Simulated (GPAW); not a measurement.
Runs of GPAW 26.7.0 on Sc. The structure is cubic, space group Fm-3m (No. 225). The conventional cell has a = 4.520 Å, b = 4.520 Å, c = 4.520 Å, α = 90.00°, β = 90.00°, γ = 90.00°. Sc (site symmetry m-3m) is surrounded by 12 Sc at 3.20 Å. This isn't the form of Sc at room conditions, which is hcp.

```tsv
level	potentials or basis	U	cell	smearing	gap on the mesh (eV)	pressure (GPa)
PBE	GPAW PAW data sets (gpaw-data 1.2.1), pw	-	as given	gaussian 0.1 eV	none	3.7
PBE	GPAW PAW data sets (gpaw-data 1.2.1), pw	-	as given	gaussian 0.02 eV	none	3.7
RPBE	the program's PAW data sets (release 1.2.1) made for this functional, pw	-	as given	gaussian 0.1 eV	none	6.0
PBE+D3(BJ)+U	GPAW PAW data sets (gpaw-data 1.2.1), pw	Sc d U = 2 eV	volume scaled by 1.25	fermi-dirac 0.1 eV	none	(a)
```

Alike in all rows: task single point; no spin polarisation; k mesh 10 × 10 × 10; cutoff (eV) 600.

Estimate the missing entries.

(a) -6.3.

Caveats: U without spin polarisation on a metal has little footing (some runs); pairwise dispersion overbinds metals, which lowers pressure and volume (some runs); the U is typed as a test and isn't derived for this compound (some runs).

A gap of «none» marks a metal or a gap under the smearing width.
